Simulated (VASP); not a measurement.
# ZnS (F-43m) in VASP: settings compared, part 2 of 4

VASP 6.6.1. Earlier steps stand in the parts before.

### Step 3. Single point, PBE, spin-orbit coupling, no magnetisation

Input file INCAR:

```
SYSTEM = ZnS
ALGO = Normal
EDIFF = 1E-7
ENCUT = 520
GGA = PE
GGA_COMPAT = .False.
ISIF = 2
ISMEAR = 0
LASPH = .True.
LCHARG = .False.
LORBIT = 11
LREAL = .False.
LSORBIT = .True.
LWAVE = .False.
MAGMOM = 0 0 0 0 0 0
NBANDS = 34
NELM = 100
PREC = Accurate
SIGMA = 0.02
```

Input file KPOINTS:

```
k-points
0
Gamma
  7 7 7
  0 0 0
```

Input file POSCAR:

```
ZnS
1.0
    0.0000000000      2.7020000000      2.7020000000
    2.7020000000      0.0000000000      2.7020000000
    2.7020000000      2.7020000000      0.0000000000
Zn S
1 1
Direct
    0.7500000000      0.7500000000      0.7500000000
    0.0000000000      0.0000000000      0.0000000000
```

Potentials or basis: VASP PAW PBE potentials, release 64 (Zn, S).

Run with:

```
cat potpaw_PBE.64/Zn/POTCAR potpaw_PBE.64/S/POTCAR > POTCAR
mpirun -np 1 vasp_ncl > vasp.out
```

OUTCAR:

```text
SYSTEM = ZnS
   EDIFF = 1E-7
   ENCUT = 520
   GGA = PE
   ISIF = 2
   ISMEAR = 0
   LASPH = .True.
   LORBIT = 11
   LREAL = .False.
   LSORBIT = .True.
   NELM = 100
   PREC = Accurate

 Found     30 irreducible k-points:

 Following reciprocal coordinates:
            Coordinates               Weight
  0.000000  0.000000  0.000000      1.000000
  0.142857  0.000000  0.000000      4.000000
 -0.142857  0.000000  0.000000      4.000000
  0.285714  0.000000  0.000000      4.000000
 -0.285714  0.000000  0.000000      4.000000
  0.428571  0.000000  0.000000      4.000000
   k-points           NKPTS =     30   k-points in BZ     NKDIM =     30   number of bands    NBANDS=     34
   number of dos      NEDOS =    301   number of ions     NIONS =      2
   total plane-waves  NPLWV =  21952
   dimension x,y,z NGX =    28 NGY =   28 NGZ =   28
   dimension x,y,z NGXF=    56 NGYF=   56 NGZF=   56
   ions per type =               1   1
   NGX,Y,Z   is equivalent  to a cutoff of  12.18, 12.18, 12.18 a.u.
   NGXF,Y,Z  is equivalent  to a cutoff of  24.36, 24.36, 24.36 a.u.
 SYSTEM =  ZnS
   PREC   = accura    normal or accurate (medium, high low for compatibility)
   ISTART =      0    job   : 0-new  1-cont  2-samecut
   ICHARG =      2    charge: 1-file 2-atom 10-const
   ISPIN  =      1    spin polarized calculation?
   LNONCOLLINEAR =      T non collinear calculations
   LSORBIT =      T    spin-orbit coupling
   LASPH  =      T    aspherical Exc in radial PAW
   ENCUT  =  520.0 eV  38.22 Ry    6.18 a.u.   7.10  7.10  7.10*2*pi/ulx,y,z
   NELM   =    100;   NELMIN=  2; NELMDL= -5     # of ELM steps
   EDIFF  = 0.1E-06   stopping-criterion for ELM
   LREAL  =      F    real-space projection
   EDIFFG = 0.1E-05   stopping-criterion for IOM
   NSW    =      0    number of steps for IOM
   IBRION =     -1    ionic relax: 0-MD 1-quasi-New 2-CG
   NFREE  =      0    steps in history (QN), initial steepest desc. (CG)
   ISIF   =      2    stress and relaxation
   ISYM   =      2    0-nonsym 1-usesym 2-fastsym
   POTIM  = 0.5000    time-step for ionic-motion
   TEBEG  =    0.0;   TEEND  =   0.0 temperature during run
   PSTRESS=    0.0 pullay stress
   NELECT =      18.0000    total number of electrons
   NUPDOWN=      -1.0000    fix difference up-down
   EMIN   =  10.00;   EMAX   =-10.00  energy-range for DOS
   EFERMI =   0.00;   METHOD = LEGACY
   ISMEAR =     0;   SIGMA  =   0.02  broadening in eV -4-tet -1-fermi 0-gaus
   EFERMI_NEDOS =   21; number of points for ismear=-14 and -15
   IALGO  =     38    algorithm
   IMIX   =      4    mixing-type and parameters
     AMIX     =   0.40;   BMIX     =  1.00
     AMIX_MAG =   1.60;   BMIX_MAG =  1.00
  volume/ion in A,a.u.               =      19.73       133.12
  Fermi-wavevector in a.u.,A,eV,Ry     =   1.260290  2.381602 21.610537  1.588330
  Thomas-Fermi vector in A             =   2.393807
   LORBIT       =     11    0 simple, 1 ext, 2 COOP (PROOUT), +10 PAW based schemes
   GGA     = PE    functional components
   LHFCALC =     F    Hartree Fock is set to
   AEXX    =    0.0000 exact exchange contribution
   IVDW    =     0    specifies the selected vdW correction
   LEPSILON=     F    determine dielectric tensor
   LRPA    =     F    only Hartree local field effects (RPA)
 Gauss-broadening in eV      SIGMA  =   0.02
  energy-cutoff  :      520.00
  volume of cell :       39.45
 maximum number of plane-waves:      2146
   NGX = 15   NGY = 15   NGZ = 15

 number of electron      18.0000000 magnetization      -0.0000000     -0.0000000     -0.0000000

 number of electron      18.0000000 magnetization      -0.0000000      0.0000000      0.0000000

 number of electron      18.0000000 magnetization       0.0000000      0.0000000      0.0000000

 number of electron      18.0000000 magnetization      -0.0000000      0.0000000     -0.0000000
[... 18 lines left out ...]
  band No.  band energies     occupation
      1     -11.0330      1.00000
      2     -11.0330      1.00000
      3      -4.3353      1.00000
      4      -4.3353      1.00000
      5      -4.3353      1.00000
      6      -4.3353      1.00000
[... 187 lines left out ...]
     29      14.8892      0.00000
     30      14.8892      0.00000

 [... further k-points ...]

 [bands above 30 left out]

------------------------ aborting loop because EDIFF is reached ----------------------------------------

  FORCE on cell =-STRESS in cart. coord.  units (eV):
  Direction    XX          YY          ZZ          XY          YZ          ZX
  --------------------------------------------------------------------------------------
  -------------------------------------------------------------------------------------
  Total        0.4305082      0.4305082      0.4305082      0.0000000      0.0000000     -0.0000000
  in kB       17.4826000     17.4826000     17.4826000      0.0000000      0.0000000     -0.0000000
  external PRESSURE =      17.4826000 kB  Pullay stress =       0.0000000 kB

 VOLUME and BASIS-vectors are now :
 -----------------------------------------------------------------------------
  energy-cutoff  :      520.00
  volume of cell :       39.45
      direct lattice vectors                 reciprocal lattice vectors
     0.000000000  2.702000000  2.702000000    -0.185048113  0.185048113  0.185048113
     2.702000000  0.000000000  2.702000000     0.185048113 -0.185048113  0.185048113
     2.702000000  2.702000000  0.000000000     0.185048113  0.185048113 -0.185048113

 POSITION                                       TOTAL-FORCE (eV/Angst)
 -----------------------------------------------------------------------------------
      4.05300      4.05300      4.05300        -0.000000     -0.000000     -0.000000
      0.00000      0.00000      0.00000         0.000000      0.000000      0.000000
 -----------------------------------------------------------------------------------
    total drift:                                0.000001      0.000001      0.000001

  FREE ENERGIE OF THE ION-ELECTRON SYSTEM (eV)
  ---------------------------------------------------
  free  energy   TOTEN  =        -6.8514163368 eV

  energy  without entropy=       -6.8514163368  energy(sigma->0) =       -6.85141634

 Spin-Orbit-Coupling matrix elements

 Ion:    1  E_soc:     -0.0083551
 l=   1
     0.0000000    -0.0004088    -0.0004088
    -0.0004088     0.0000000    -0.0004088
    -0.0004088    -0.0004088     0.0000000
 l=   2
     0.0000000    -0.0002008     0.0000000    -0.0002008    -0.0007828
    -0.0002008     0.0000000    -0.0005871    -0.0002008    -0.0001957
     0.0000000    -0.0005871     0.0000000    -0.0005871     0.0000000
    -0.0002008    -0.0002008    -0.0005871     0.0000000    -0.0001957
    -0.0007828    -0.0001957     0.0000000    -0.0001957     0.0000000
 l=   3
     0.0000000     0.0000000     0.0000000     0.0000000     0.0000000     0.0000000     0.0000000
     0.0000000     0.0000000     0.0000000     0.0000000     0.0000000     0.0000000     0.0000000
     0.0000000     0.0000000     0.0000000     0.0000000     0.0000000     0.0000000     0.0000000
     0.0000000     0.0000000     0.0000000     0.0000000     0.0000000     0.0000000     0.0000000
     0.0000000     0.0000000     0.0000000     0.0000000     0.0000000     0.0000000     0.0000000
     0.0000000     0.0000000     0.0000000     0.0000000     0.0000000     0.0000000     0.0000000
     0.0000000     0.0000000     0.0000000     0.0000000     0.0000000     0.0000000     0.0000000

 Ion:    2  E_soc:     -0.0017791
 l=   1
     0.0000000    -0.0002965    -0.0002965
    -0.0002965     0.0000000    -0.0002965
    -0.0002965    -0.0002965     0.0000000
 l=   2
     0.0000000     0.0000000     0.0000000     0.0000000     0.0000000
     0.0000000     0.0000000     0.0000000     0.0000000     0.0000000
     0.0000000     0.0000000     0.0000000     0.0000000     0.0000000
     0.0000000     0.0000000     0.0000000     0.0000000     0.0000000
     0.0000000     0.0000000     0.0000000     0.0000000     0.0000000
 l=   3
     0.0000000     0.0000000     0.0000000     0.0000000     0.0000000     0.0000000     0.0000000
     0.0000000     0.0000000     0.0000000     0.0000000     0.0000000     0.0000000     0.0000000
     0.0000000     0.0000000     0.0000000     0.0000000     0.0000000     0.0000000     0.0000000
     0.0000000     0.0000000     0.0000000     0.0000000     0.0000000     0.0000000     0.0000000
     0.0000000     0.0000000     0.0000000     0.0000000     0.0000000     0.0000000     0.0000000
     0.0000000     0.0000000     0.0000000     0.0000000     0.0000000     0.0000000     0.0000000
     0.0000000     0.0000000     0.0000000     0.0000000     0.0000000     0.0000000     0.0000000

 total charge

# of ion       s       p       d       tot
------------------------------------------
    1        0.519   0.476   9.800  10.795
    2        1.315   2.438   0.000   3.752
--------------------------------------------------
tot          1.834   2.914   9.800  14.548

 magnetization (x)

# of ion       s       p       d       tot
------------------------------------------
    1       -0.000   0.000  -0.000  -0.000
    2        0.000  -0.000   0.000   0.000
--------------------------------------------------
tot         -0.000  -0.000  -0.000  -0.000

 magnetization (y)

# of ion       s       p       d       tot
------------------------------------------
    1        0.000   0.000   0.000   0.000
    2        0.000   0.000   0.000   0.000
--------------------------------------------------
tot          0.000   0.000   0.000   0.000

 magnetization (z)

# of ion       s       p       d       tot
------------------------------------------
    1       -0.000   0.000  -0.000  -0.000
    2        0.000   0.000   0.000   0.000
--------------------------------------------------
tot         -0.000   0.000  -0.000   0.000
```

OSZICAR:

```text
N       E                     dE             d eps       ncg     rms          rms(c)
DAV:   1     0.127796001699E+03    0.12780E+03   -0.78435E+03  2040   0.126E+03
DAV:   2     0.802413868007E+01   -0.11977E+03   -0.11051E+03  2048   0.309E+02
DAV:   3    -0.684841311024E+01   -0.14873E+02   -0.14539E+02  2394   0.993E+01
DAV:   4    -0.727479605825E+01   -0.42638E+00   -0.42514E+00  2364   0.169E+01
DAV:   5    -0.727913775055E+01   -0.43417E-02   -0.43404E-02  2408   0.170E+00    0.689E+00
DAV:   6    -0.686496602030E+01    0.41417E+00   -0.53003E-01  3070   0.285E+01    0.531E+00
DAV:   7    -0.685171258196E+01    0.13253E-01   -0.36058E-01  2394   0.455E+00    0.271E+00
DAV:   8    -0.685096857374E+01    0.74401E-03   -0.61634E-03  2262   0.578E-01    0.923E-01
DAV:   9    -0.685125682040E+01   -0.28825E-03   -0.11398E-03  2274   0.275E-01    0.219E-01
DAV:  10    -0.685130839262E+01   -0.51572E-04   -0.11824E-04  2388   0.925E-02    0.105E-01
DAV:  11    -0.685141734448E+01   -0.10895E-03   -0.10161E-04  2248   0.163E-01    0.105E-01
DAV:  12    -0.685141533531E+01    0.20092E-05   -0.35180E-05  2428   0.117E-01    0.117E-02
DAV:  13    -0.685141623309E+01   -0.89778E-06   -0.38148E-06  2248   0.163E-02    0.337E-03
DAV:  14    -0.685141633396E+01   -0.10087E-06   -0.40020E-07  2284   0.122E-02    0.298E-03
DAV:  15    -0.685141633684E+01   -0.28790E-08   -0.56573E-08  1950   0.246E-03
   1 F= -.68514163E+01 E0= -.68514163E+01  d E =-.682148E-13  mag=    -0.0000     0.0000    -0.0000
```

stdout:

```text
POSCAR found type information on POSCAR ZnS
 POSCAR found :  2 types and       2 ions
 scaLAPACK will be used
 LDA part: xc-table for (Slater+PW92), standard interpolation
 POSCAR, INCAR and KPOINTS ok, starting setup
 FFT: planning ... GRIDC
 FFT: planning ... GRID_SOFT
 FFT: planning ... GRID
 WAVECAR not read
 entering main loop
```

Wall time 38 s (1 thread of AMD EPYC 9R45 (Zen 5), shared host); peak memory 0.24 GiB.

These settings aren't checked as converged: the numbers below hold their error.

Results:

```yaml
Free_energy: -6.8514 eV
Pressure: 1.7 GPa
Valence_electrons_inside_the_program's_atomic_spheres: Zn 10.79; S 3.75
```

### Step 4. Single point, PBE

Input file INCAR:

```
ALGO     = Normal         # electronic algorithm
EDIFF    = 1E-6           # SCF threshold, eV
ENCUT    = 520            # plane-wave cutoff, eV
GGA      = PE             # functional
ISIF     = 2              # what is computed and relaxed
ISMEAR   = 0              # smearing method
LASPH    = T              # aspherical terms in the spheres
LCHARG   = F              # write CHGCAR
LREAL    = F              # projectors in reciprocal space
LWAVE    = F              # write WAVECAR
NELM     = 80             # most SCF steps
PREC     = Accurate       # precision mode
SIGMA    = 0.028000000000000004 # smearing width, eV
```

Input file KPOINTS:

```
k-points
0
Gamma
  9 9 9
```

POSCAR is that of step 3.

Run with:

```
cat potpaw_PBE.64/Zn/POTCAR potpaw_PBE.64/S/POTCAR > POTCAR
mpirun -np 1 vasp_std > vasp.out
```

It took 19 s on 1 thread of Intel Xeon Platinum 8488C (Sapphire Rapids), shared host; peak memory 0.15 GiB.

It converged, with:

```
Free energy            : -6.8473 eV
Pressure               : 1.8 GPa
Band gap on the k mesh : 2.11 eV, direct
```

Levels at points of the mesh, in eV from the valence-band top:
| k point | band 7 | band 8 | band 9 | band 10 | band 11 | band 12 |
| --- | --- | --- | --- | --- | --- | --- |
| (0.00, 0.00, 0.00) | 0.00 | 0.00 | 0.00 | 2.11 | 6.40 | 6.40 |

(Part 2 of 4 ends here.)
